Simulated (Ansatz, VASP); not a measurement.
## One calculation of Sc, two programs

```xyz
1
Lattice="0.0000 1.9835 2.9752 1.9835 0.0000 2.9752 1.9835 1.9835 0.0000" Properties=species:S:1:pos:R:3 pbc="T T T"
Sc    0.0000    0.0000    0.0000
```

Alike in both runs: task single point; functional PBEsol; k mesh 20 × 20 × 20; occupations gaussian, width 0.15 eV; no spin polarisation.

|  | VASP | Ansatz |
| --- | --- | --- |
| version | VASP 6.6.1 | Ansatz 0.2.0 |
| potentials or method | VASP PAW PBE potentials, release 64 (Sc_sv) | scalar-relativistic, plane waves, PAW |
| plane-wave cutoff (eV) | 520 | 420 |
| valence electrons in the cell | 11 | 11 |

|  | VASP | Ansatz | Ansatz less VASP |
| --- | --- | --- | --- |
| gap on the k mesh at the Fermi level (eV) | none | none | - |
| pressure (GPa) | 0.8 | 0.7 | -0.06 |
| largest component of the traceless stress (GPa) | 13.75 | 13.73 | -0.018 |

A gap of «none» marks a metal or a gap that the smearing closes.

Caveats: the PAW data sets were made with another functional, which shifts forces and pressure a little (VASP).
